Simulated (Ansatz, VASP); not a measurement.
## Two plane-wave programs on KCl

File INCAR:

```
SYSTEM = KCl
PREC = Accurate
ENCUT = 520
EDIFF = 1E-6
ISMEAR = 0
SIGMA = 0.1
LREAL = .FALSE.
LASPH = .TRUE.
NELM = 100
ALGO = Normal
ISIF = 2
LWAVE = .FALSE.
LCHARG = .TRUE.
GGA = PE
IVDW = 12
LELF = .TRUE.
LVHAR = .TRUE.
NBANDS = 15
```

Contents of KPOINTS:

```
Automatic mesh
0
G
  6 6 6
  0 0 0
```

POSCAR

```
KCl
1.0
    0.0000000000      3.1418712100      3.1418712100
    3.1418712100      0.0000000000      3.1418712100
    3.1418712100      3.1418712100      0.0000000000
K Cl
1 1
Direct
    0.0000000000      0.0000000000      0.0000000000
    0.5000000000      0.5000000000      0.5000000000
```

Input for Ansatz:

```yaml
crystal:
  lattice:
    - [0.0, 3.14187121, 3.14187121]
    - [3.14187121, 0.0, 3.14187121]
    - [3.14187121, 3.14187121, 0.0]
  atoms:
    - { symbol: K, position: [0.0, 0.0, 0.0] }
    - { symbol: Cl, position: [0.5, 0.5, 0.5] }
basis:
  ecutwfc: 420
kpoints:
  mp_grid: { grid: [6, 6, 6] }
hamiltonian:
  xc: pbe
  dispersion: d3bj
scf:
  occupations: { method: gaussian, width: 0.1 }
  lower_state_search: "off"
output:
  forces: true
  stress: true
  eigenvalues: true
```

Alike in both runs: task single point; functional PBE; dispersion D3(BJ); k mesh 6 × 6 × 6; occupations gaussian, width 0.1 eV; no spin polarisation.

```csv
,VASP,Ansatz
version,VASP 6.6.1,Ansatz 0.2.0
potentials or method,"VASP PAW PBE potentials, release 64 (K_sv, Cl)","scalar-relativistic, plane waves, PAW"
plane-wave cutoff (eV),520,420
valence electrons in the cell,16,16
```

|  | VASP | Ansatz | Ansatz less VASP |
| --- | --- | --- | --- |
| gap on the k mesh at the Fermi level (eV) | 5.20 | 5.20 | +0.002 |
| least direct gap on the mesh (eV) | 5.20 | 5.20 | +0.002 |
| pressure (GPa) | -0.1 | -0.2 | -0.03 |

PBE gaps usually lie below the measured ones, often by a third to a half.
